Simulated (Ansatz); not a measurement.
The parent structure is BeO in the wurtzite structure (space group P6_3mc, No. 186; a = 2.712 Å, c = 4.405 Å). Axes: x lies along a and z along c of the hexagonal cell.

Calculations: Kohn–Sham DFT with the PBE functional, run in Ansatz (a program for electronic structure) with PAW and 420 eV plane waves, no SOC.

For the base:

The electron mass comes out as 0.53 mₑ along c, 0.60 mₑ across (at Γ), the band gap is 7.45 eV and the pressure comes out as 0.00 GPa. The gap character is direct at Γ.

Perturbation: the cell is stretched by 2.05 % along x with no lateral relaxation; the atoms relax in the strained cell.

### Question
Estimate the effect on the energy relative to the base, electron mass, band gap, pressure and gap character.

### Answer
The energy goes up by 3.8 meV/atom; the electron mass goes from 0.53 mₑ along c, 0.60 mₑ across (at Γ) to 0.59 mₑ along y, 0.55 mₑ across (at Γ); the band gap shrinks by 0.24 eV to 7.21 eV; the pressure (mean of the normal stresses, compression positive) goes from zero to -4.07 GPa; the gap character stays direct at Γ.

Effective masses come from finite differences of ±0.01 Å⁻¹. No phonon test of stability was made. Labels are those of the standard path for the cell's own space group.
